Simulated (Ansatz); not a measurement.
# AlCu3 (Fm-3m) in Ansatz: notebook

The runs below take AlCu3 through band structure, with PBEsol.

Everything below comes from runs of Ansatz 0.2.0. Logs are shortened: lines on timing, memory, paths and dates and some standing lists are left out, and cuts for length are marked.

**1. The crystal as given**

It takes space group Fm-3m (No. 225, cubic). Conventional cell: a = 5.776 Å, b = 5.776 Å, c = 5.776 Å, α = 90.00°, β = 90.00°, γ = 90.00°. Cu (site symmetry -43m) is surrounded by 4 Al at 2.50 Å and 4 Cu at 2.50 Å. Around Cu (site symmetry m-3m) lie 8 Cu at 2.50 Å. Al (site symmetry m-3m) is surrounded by 8 Cu at 2.50 Å.

The cell comes from a database or a generator and needn't be the stable form of this composition.

**2. Band structure, PBEsol**

File input.yaml:

```yaml
crystal:
  lattice:
    - [0.0, 2.888010988, 2.888010988]
    - [2.888010988, 0.0, 2.888010988]
    - [2.888010988, 2.888010988, 0.0]
  atoms:
    - { symbol: Cu, position: [0.75, 0.75, 0.75] }
    - { symbol: Cu, position: [0.25, 0.25, 0.25] }
    - { symbol: Cu, position: [0.5, 0.5, 0.5] }
    - { symbol: Al, position: [0.0, 0.0, 0.0] }
kpoints:
  mp_grid: { grid: [8, 8, 8] }
  band_path:
    path:
      - [0.0, 0.0, 0.0]
      - [0.5, 0.0, 0.5]
      - [0.5, 0.25, 0.75]
      - [0.375, 0.375, 0.75]
      - [0.0, 0.0, 0.0]
      - [0.5, 0.5, 0.5]
      - [0.625, 0.25, 0.625]
      - [0.5, 0.25, 0.75]
    npoints: 12
scf:
  occupations: { method: fermi_dirac, width: 0.05 }
hamiltonian:
  xc: pbesol
  pseudopotentials: { kind: all_electron, lapw: { basis_error: 0.002 } }
output:
  forces: true
  stress: true
  eigenvalues: true
```

Potentials or basis: all-electron LAPW, scalar-relativistic.

Started as:

```sh
$ ansatz run input.yaml --threads 2 --pin off --max-ram 8192MiB --backend cpu --events-out ev --progress --plain --runs-dir out
```

The log of the run:

```text
Warning: RAYON_NUM_THREADS=2 ignored (pool sized by the plan → 2); use --threads N
LAPW: plane waves up to 8.679 Å⁻¹, error target 2.0e-3 eV per atom; small_component_spin mean_spin; Al in spheres of 1.251 Å, 11 of its electrons in bands, Dirac shells []; Cu in spheres of 1.251 Å, 19 of its electrons in bands, Dirac shells [] (how accurate: hamiltonian.pseudopotentials.lapw.basis_error, Limitations)
Engine: ansatz 0.2.0, aarch64-unknown-linux-gnu
Pseudopotentials: kind: all_electron
Pseudopotential: Cu, LAPW, valence charge 19, lapw/all_electron/scalar/gaussian/Cu, Koelling and Harmon's equation, gaussian nucleus
Pseudopotential: Al, LAPW, valence charge 11, lapw/all_electron/scalar/gaussian/Al, Koelling and Harmon's equation, gaussian nucleus
Functional definition: PBEsol
  exchange = pbesol_x
  correlation = pbesol_c
Crystal: 4 atoms, lattice volume = 48.176 Å³
Basis set: ecut = 286.9873731988814 eV, 531 PW (Γ), exchange–correlation at level 2
Bands: 41, of which v1, the nominal top of the filled ones, is band 34 counted from 1 (33 counted from 0)
Symmetry: 48 space group operations
Space group: Fm-3m (ITA 225), of the structure as read, at distance tolerance 3.6e-5 Å
k-points: 29 of 512
Non-local potential: Cu, projectors of the file, none
Non-local potential: Al, projectors of the file, none
Initial density: superposition of atomic densities (chi_scale 0.1, normalization cell, long waves kept (reshape's long-wave potential 0.00 eV rms))
Initial wavefunctions: plane waves of lowest kinetic energy (no species holds an atomic orbital)
Functional: x = pbesol(κ = 0.804, μ = 0.12345679012345678), c = pbesol(β = 0.046)
iter 1 solved again at ethr=3.02e-3 eV; its pass at ethr=1.00e-1 eV (dr2=2.05e0 eV) is discarded
SCF iter   1: F=—  HF=-141593.290283 eV  |F-HF|=—  |Δ(HF+E_count)|=         —  Δρ=6.45e-2  dr2=2.06e0  ethr=3.02e-3  ⟨swp⟩=2.0  Hψ=8584  notcnv=0
preconditioner: auto → Kerker (q_TF=auto, 2.890 Å⁻¹)  [metal: Δε(μ)=0.098 eV  Ē_g=8.329 eV  σ=0.050 eV  W_gap=0.44  n_scr=14 (ndim 8)  ℏωp=32.1 eV  f_vac=0.000  D(μ)=1.38/eV (n_scr^D=14)]
SCF iter   2: F=—  HF=-141598.673406 eV  |F-HF|=—  |Δ(HF+E_count)|=    5.38e0  Δρ=4.03e-2  dr2=1.04e0  ethr=3.02e-3  ⟨swp⟩=3.0  Hψ=4199  notcnv=0
iter 3 solved again at ethr=1.48e-4 eV; its pass at ethr=1.53e-3 eV (dr2=1.00e-1 eV) is discarded
SCF iter   3: F=—  HF=-141589.815341 eV  |F-HF|=—  |Δ(HF+E_count)|=    8.86e0  Δρ=1.13e-2  dr2=1.00e-1  ethr=1.48e-4  ⟨swp⟩=2.0  Hψ=6119  notcnv=0
SCF iter   4: F=—  HF=-141589.071391 eV  |F-HF|=—  |Δ(HF+E_count)|=   7.44e-1  Δρ=1.15e-2  dr2=5.70e-2  ethr=1.48e-4  ⟨swp⟩=3.0  Hψ=4012  notcnv=0
SCF iter   5: F=—  HF=-141589.018710 eV  |F-HF|=—  |Δ(HF+E_count)|=   5.27e-2  Δρ=5.83e-3  dr2=2.25e-2  ethr=8.38e-5  ⟨swp⟩=2.0  Hψ=3377  notcnv=0
SCF iter   6: F=—  HF=-141588.999927 eV  |F-HF|=—  |Δ(HF+E_count)|=   1.88e-2  Δρ=2.93e-3  dr2=4.15e-3  ethr=3.31e-5  ⟨swp⟩=2.0  Hψ=3351  notcnv=0
SCF iter   7: F=—  HF=-141588.999974 eV  |F-HF|=—  |Δ(HF+E_count)|=   4.72e-5  Δρ=7.08e-4  dr2=2.29e-4  ethr=6.10e-6  ⟨swp⟩=2.0  Hψ=3350  notcnv=0
SCF iter   8: F=—  HF=-141589.000123 eV  |F-HF|=—  |Δ(HF+E_count)|=   1.49e-4  Δρ=3.44e-4  dr2=4.03e-5  ethr=3.36e-7  ⟨swp⟩=2.0  Hψ=3350  notcnv=0
SCF iter   9: F=—  HF=-141589.000012 eV  |F-HF|=—  |Δ(HF+E_count)|=   1.11e-4  Δρ=7.08e-5  dr2=2.06e-6  ethr=5.93e-8  ⟨swp⟩=2.0  Hψ=3351  notcnv=0
SCF iter  10: F=-141589.000008 eV  HF=-141589.000008 eV  |F-HF|=1.03e-7  |Δ(HF+E_count)|=   4.09e-6  Δρ=7.51e-6  dr2=2.87e-8  ethr=3.03e-9  ⟨swp⟩=2.0  Hψ=3351  notcnv=0
SCF 1 converged in 10 iterations: F = -141589.000008 eV  dr2 = 2.87e-8
NSCF: frozen V_eff on 85 k-points
SCF converged after 10 iterations
Free energy (F): -141589.000008 eV
Harris-Foulkes:  -141589.000008 eV  (|F-HF|=1.03e-7)
Internal energy: -141588.996702 eV  (E = F + TS)
E sigma→0 (E₀):  -141588.998355 eV
Entropy (-TS):   -0.003305 eV (-0.826 meV/atom)
Fermi energy:    15.786421 eV
--- Per-component energies (eV) ---
  E_band       = -1591.691975
  E_kinetic    = 143905.683987
  E_xc         = -5905.329754
  E_electrostatic = -279589.350936  (all electrons and nuclei)
  E_smearing   = -0.003305  (= −TS)
  E_closure    = 0.000000  (closes the sum)
  E_atoms      = -141571.168396  (free atoms, spherical and without spin; not in F)
  Σ components = -141589.000008   (vs F -141589.000008, Δ=0.00e0)
  Basis errors (estimates in eV, not in F): energy 3.6e-4 per atom: plane waves 3.4e-4 (1.8e-4 summed), levels above the bands 8.6e-61, relativity 2.1e-8, radial functions 2.5e-5, core shells 3.7e-11; eigenvalues (radial functions only) 1.2e-6; not estimated: angular momenta, meshes, grids; target (lapw.basis_error) 2.0e-3; muffin-tin radii Al 1.251 Å, Cu 1.251 Å
--- Forces (eV/Å), atoms counted from 1 ---
  atom   1  Cu    -0.00000000     0.00000000     0.00000000
  atom   2  Cu    -0.00000000     0.00000000    -0.00000000
  atom   3  Cu     0.00000000    -0.00000000    -0.00000000
  atom   4  Al     0.00000000    -0.00000000    -0.00000000
  max |Σ_I F_I| component: 1.62e-17 eV/Å
--- Stress (GPa, compression-positive) ---
       -0.765272       0.000000      -0.000000
        0.000000      -0.765272       0.000000
       -0.000000       0.000000      -0.765272
  P = ⅓ Tr σ = -0.7653 GPa (-7.653 kbar)
--- Band table (eV; the first three rows and the last of 29) ---
  k-point 0: bands = ["-97.0830", "-97.0805", "-96.7737", "-86.9481", "-54.6111", "-54.6111", "-54.6111", "-54.6030", "-54.6030", "-54.6030", "-54.2969", "-54.2969", "-54.2969", "-48.6270", "-48.6270", "-48.6270", "5.1335", "11.0864", "11.0864", "11.1710", "11.1710", "11.1710", "12.0049", "12.0049", "12.0049", "13.0409", "13.0409", "13.0409", "13.2276", "13.2276", "13.3413", "13.3413", "19.5322", "19.5322", "19.5322", "19.9558", "19.9558", "19.9558", "20.8937", "22.2710", "22.5694"]
  k-point 1: bands = ["-97.0829", "-97.0806", "-96.7737", "-86.9481", "-54.6115", "-54.6110", "-54.6110", "-54.6033", "-54.6033", "-54.6025", "-54.2971", "-54.2968", "-54.2968", "-48.6270", "-48.6270", "-48.6270", "5.3503", "11.0470", "11.0470", "11.0808", "11.3041", "11.3041", "11.9873", "11.9873", "12.0012", "12.8805", "12.9278", "12.9278", "13.2819", "13.2819", "13.3284", "13.3284", "17.3537", "18.9084", "18.9084", "20.0812", "20.6214", "20.6214", "21.7561", "22.1276", "22.1276"]
  k-point 2: bands = ["-97.0826", "-97.0808", "-96.7738", "-86.9481", "-54.6114", "-54.6104", "-54.6104", "-54.6042", "-54.6042", "-54.6024", "-54.2974", "-54.2965", "-54.2965", "-48.6270", "-48.6270", "-48.6270", "5.9894", "10.7500", "11.0767", "11.0767", "11.5135", "11.5135", "11.8171", "11.9540", "11.9540", "12.6205", "12.7128", "12.7128", "13.2728", "13.2728", "13.3596", "13.3596", "15.2946", "18.4332", "18.4332", "19.7297", "20.1305", "20.1305", "21.6392", "22.9600", "22.9600"]
  k-point 28: bands = ["-97.0816", "-97.0816", "-96.7740", "-86.9481", "-54.6171", "-54.6129", "-54.6081", "-54.6081", "-54.5988", "-54.5988", "-54.2974", "-54.2974", "-54.2952", "-48.6271", "-48.6271", "-48.6269", "9.2001", "10.0307", "10.0307", "10.5407", "11.8421", "11.8815", "11.9185", "11.9185", "12.1792", "12.1792", "12.6020", "12.7411", "13.2711", "13.2711", "13.4358", "13.4499", "13.6173", "13.8285", "13.8285", "21.3664", "21.3664", "21.4408", "21.5257", "26.9926", "28.5059"]
```

Run time: 18 s. Hardware: 2 threads of Arm Neoverse V2, shared host; peak memory 0.42 GiB.

Results:

| Quantity | Value |
| --- | --- |
| Free energy | -141589.0000 eV |
| Pressure | -0.8 GPa |
| Band gap along the path | none (metal or under the smearing width) |

Levels at the corners of the path, in eV from the Fermi level:
| point | band 31 | band 32 | band 33 | band 34 | band 35 | band 36 | band 37 | band 38 | band 39 | band 40 |
| --- | --- | --- | --- | --- | --- | --- | --- | --- | --- | --- |
| Γ | -2.45 | -2.45 | 3.75 | 3.75 | 3.75 | 4.17 | 4.17 | 4.17 | 5.11 | 6.48 |
| X | -2.31 | -2.27 | -2.18 | -2.18 | -2.07 | 1.98 | 2.36 | 10.88 | 10.88 | 11.36 |
| W | -2.35 | -2.34 | -2.17 | -1.96 | -1.96 | 5.58 | 5.58 | 5.65 | 5.74 | 11.21 |
| K | -2.34 | -2.31 | -2.21 | -1.90 | -0.79 | 2.33 | 5.25 | 8.43 | 8.80 | 8.86 |
| Γ | -2.45 | -2.45 | 3.75 | 3.75 | 3.75 | 4.17 | 4.17 | 4.17 | 5.11 | 6.48 |
| L | -2.40 | -2.40 | -2.12 | 2.66 | 2.66 | 2.94 | 2.94 | 3.62 | 5.52 | 10.41 |
| U | -2.34 | -2.31 | -2.21 | -1.90 | -0.79 | 2.33 | 5.25 | 8.43 | 8.80 | 8.86 |
| W | -2.35 | -2.34 | -2.17 | -1.96 | -1.96 | 5.58 | 5.58 | 5.65 | 5.74 | 11.21 |

**3. Band structure, PBEsol**

input.yaml, as its differences from that of step 2:

```diff
@@ -27,3 +27,6 @@
   xc: pbesol
-  pseudopotentials: { kind: all_electron, lapw: { basis_error: 0.002 } }
+  pseudopotentials:
+    kind: all_electron
+    lapw: { basis_error: 0.002 }
+    relativity: none
 output:
```

Potentials or basis: all-electron LAPW, non-relativistic.

Started as:

```sh
$ ansatz run input.yaml --threads 2 --pin off --max-ram 8192MiB --backend cpu --events-out ev --progress --plain --runs-dir out
```

It took 17 s on 2 threads of Arm Neoverse V2, shared host; peak memory 0.42 GiB.

The run converged. Its results:

| Quantity | Value |
| --- | --- |
| Free energy | -140390.4975 eV |
| Pressure | 2.6 GPa |
| Band gap along the path | none (metal or under the smearing width) |

Levels at the corners of the path, in eV from the Fermi level:
```tsv
point	band 32	band 33	band 34	band 35	band 36	band 37	band 38	band 39
Γ	-2.59	3.75	3.75	3.75	4.10	4.10	4.10	5.35
X	-2.39	-2.16	-2.16	-2.16	2.15	2.40	10.92	10.92
W	-2.43	-2.31	-2.04	-2.04	5.65	5.69	5.69	5.79
K	-2.45	-2.32	-2.00	-0.81	2.44	5.32	8.39	8.88
Γ	-2.59	3.75	3.75	3.75	4.10	4.10	4.10	5.35
L	-2.54	-2.25	2.68	2.68	2.88	2.88	3.77	5.84
U	-2.45	-2.32	-2.00	-0.81	2.44	5.32	8.39	8.88
W	-2.43	-2.31	-2.04	-2.04	5.65	5.69	5.69	5.79
```

**4. Band structure, PBEsol**

input.yaml, as its differences from that of step 3:

```diff
@@ -27,6 +27,3 @@
   xc: pbesol
-  pseudopotentials:
-    kind: all_electron
-    lapw: { basis_error: 0.002 }
-    relativity: none
+  pseudopotentials: { kind: all_electron, datasets: crystal }
 output:
```

Potentials or basis: all-electron PAW datasets made for the crystal.

Started as:

```sh
$ ansatz run input.yaml --threads 2 --pin off --max-ram 8192MiB --backend cpu --events-out ev --progress --plain --runs-dir out
```

It took 11 s on 2 threads of Arm Neoverse V2, shared host; peak memory 0.55 GiB.

It converged, with:

* Free energy: -141589.0010 eV
* Pressure: -0.8 GPa
* Band gap along the path: none (metal or under the smearing width)

Levels at the corners of the path, in eV from the Fermi level:
| point | band 17 | band 18 | band 19 | band 20 | band 21 | band 22 |
| --- | --- | --- | --- | --- | --- | --- |
| Γ | 3.75 | 3.75 | 3.75 | 4.17 | 4.17 | 4.17 |
| X | -2.18 | -2.18 | -2.07 | 1.98 | 2.36 | 10.88 |
| W | -2.17 | -1.96 | -1.96 | 5.58 | 5.58 | 5.65 |
| K | -2.21 | -1.90 | -0.79 | 2.33 | 5.25 | 8.43 |
| Γ | 3.75 | 3.75 | 3.75 | 4.17 | 4.17 | 4.17 |
| L | -2.12 | 2.66 | 2.66 | 2.94 | 2.94 | 3.62 |
| U | -2.21 | -1.90 | -0.79 | 2.33 | 5.25 | 8.43 |
| W | -2.17 | -1.96 | -1.96 | 5.58 | 5.58 | 5.65 |

**5. Band structure, PBEsol**

input.yaml, as its differences from that of step 4:

```diff
@@ -27,3 +27,6 @@
   xc: pbesol
-  pseudopotentials: { kind: all_electron, datasets: crystal }
+  pseudopotentials:
+    kind: all_electron
+    lapw: { basis_error: 0.002 }
+    dirac_shells: { Al: ["2p"], Cu: ["2p"] }
 output:
```

Potentials or basis: all-electron LAPW, inner shells corrected to Dirac's equation.

Started as:

```sh
$ ansatz run input.yaml --threads 2 --pin off --max-ram 8192MiB --backend cpu --events-out ev --progress --plain --runs-dir out
```

It took 18 s on 2 threads of Arm Neoverse V2, shared host; peak memory 0.42 GiB.

It converged, with:

- Free energy: -141592.7601 eV
- Pressure: -0.8 GPa
- Band gap along the path: none (metal or under the smearing width)

Levels at the corners of the path, in eV from the Fermi level:
```
point  band 31  band 32  band 33  band 34  band 35  band 36  band 37  band 38  band 39  band 40
    Γ    -2.45    -2.45     3.75     3.75     3.75     4.17     4.17     4.17     5.11     6.48
    X    -2.31    -2.27    -2.18    -2.18    -2.07     1.98     2.36    10.88    10.88    11.36
    W    -2.35    -2.34    -2.17    -1.96    -1.96     5.58     5.58     5.65     5.74    11.21
    K    -2.34    -2.31    -2.21    -1.90    -0.79     2.33     5.25     8.43     8.80     8.87
    Γ    -2.45    -2.45     3.75     3.75     3.75     4.17     4.17     4.17     5.11     6.48
    L    -2.40    -2.40    -2.12     2.66     2.66     2.94     2.94     3.62     5.52    10.41
    U    -2.34    -2.31    -2.21    -1.90    -0.79     2.33     5.25     8.43     8.80     8.87
    W    -2.35    -2.34    -2.17    -1.96    -1.96     5.58     5.58     5.65     5.74    11.21
```

**6. The runs side by side**

```csv
potentials or basis,cutoff (eV),basis error allowed,pressure (GPa)
"all-electron LAPW, scalar-relativistic",287,0.002 eV/atom,-0.8
"all-electron LAPW, non-relativistic",287,0.002 eV/atom,2.6
all-electron PAW datasets made for the crystal,320,-,-0.8
"all-electron LAPW, inner shells corrected to Dirac's equation",287,0.002 eV/atom,-0.8
```

Alike in all rows: task band structure; level PBEsol; no spin polarisation; cell as given; k mesh 8 × 8 × 8; smearing fermi-dirac 0.05 eV.

Compare energies only between runs with the same functional and basis.
